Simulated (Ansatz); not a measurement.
¹⁸¹Ta nuclear quadrupole resonance in TaSi2 at a changed volume

Cell: an entry of the Crystallography Open Database (COD), relaxed with PBE at fixed cell and then changed (volume scaled by 1.04, ions relaxed).

```cif
data_TaSi2
_symmetry_space_group_name_H-M 'P6_422'
_symmetry_Int_Tables_number 181
_cell_length_a 4.8469
_cell_length_b 4.8469
_cell_length_c 6.6565
_cell_angle_alpha 90.000
_cell_angle_beta 90.000
_cell_angle_gamma 120.000
loop_
_atom_site_label
_atom_site_type_symbol
_atom_site_symmetry_multiplicity
_atom_site_Wyckoff_symbol
_atom_site_fract_x
_atom_site_fract_y
_atom_site_fract_z
Ta Ta 3 c 0.5000 0.0000 0.0000
Si Si 6 i 0.1590 0.3179 0.0000
```

One atom of each set is listed.

All values are calculated (Ansatz; DFT, PBE, plane waves and PAW, scalar-relativistic, 420 eV cutoff, Γ-centred 11×11×7 k-points, Fermi–Dirac smearing 0.05 eV), not measured.

¹⁸¹Ta: I = 7/2, Q = 3170 mb (year-2017 value). Static lattice, zero field.

Question: At which frequencies do the ¹⁸¹Ta NQR lines lie?

Answer: For I = 7/2 and η = 0 the lines are |C_Q|/14 times 1, 2 and 3; η shifts the lowest up most. At large η the states mix, and weaker lines appear at sums of the main ones; lines under 5 % of the strongest are left out.

```json
{"site": "Ta", "atoms": "3", "V_zz (10²¹ V/m²)": "6.40", "C_Q (MHz)": "491", "η": "0.74", "line frequencies (MHz)": "63.7, 75.5, 99.0, 139.2"}
```

With no gap above 0.1 eV, as in a metal, the gradients converge slowly in k; expect changes of a tenth or more on a denser mesh. Without spin–orbit coupling the gradients at and beside Ta can be off by some per cent, at some sites by more. With these PAW files V_zz is typically within 2 to 3 % of all-electron values, but misses above 10 % occur on Ta.
